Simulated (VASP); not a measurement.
VH2:

```
V H
1.0
     0.00000    2.13550    2.13550
     2.13550    0.00000    2.13550
     2.13550    2.13550    0.00000
V H
1 2
Cartesian
  0.0000 0.0000 0.0000
  3.2032 3.2032 3.2032
  1.0677 1.0677 1.0677
```

```yaml
Program: VASP 6.6.1
Task: relaxation of cell and atoms
Functional: LDA
Potentials_or_basis: VASP PAW LDA potentials, release 64 (V_sv, H)
Cutoff: 600 eV
k_mesh: 11 × 11 × 11
Occupations: tetrahedron
Spin: collinear spin, ferromagnetic start
Starting_moments: "[2.0, 0.0, 0.0] μB"
Hubbard_terms: V d U = 4 eV
```

At the start: pressure 5.2 GPa; volume 6.49 Å³/atom.

Q: Where does the relaxation end?

A: Over 7 steps the energy falls by 4.3 meV/atom and the volume is 6.73 Å³/atom (+3.6 %); space group Fm-3m (No. 225, to 0.05 Å); moment 1.64 μB per cell.

The path:
```csv
step,energy change (eV),largest force (eV/Å),pressure (GPa),volume (Å³)
1,0.0000,0.0000,5.18,19.48
2,-0.0014,0.0000,4.85,19.52
3,-0.0039,0.0000,4.23,19.60
4,-0.0068,0.0000,3.36,19.71
5,-0.0097,0.0000,2.32,19.85
6,-0.0118,0.0000,1.18,20.01
7,-0.0129,0.0000,0.02,20.18
```

Final structure:
```
CELL_PARAMETERS angstrom
0.00000 2.16100 2.16100
2.16100 0.00000 2.16100
2.16100 2.16100 0.00000
ATOMIC_POSITIONS crystal
V 0.00000 0.00000 0.00000
H 0.75000 0.75000 0.75000
H 0.25000 0.25000 0.25000
```

Caveat: the U is typed as a test and isn't derived for this compound; tetrahedron occupations give inexact forces and stress in metals.
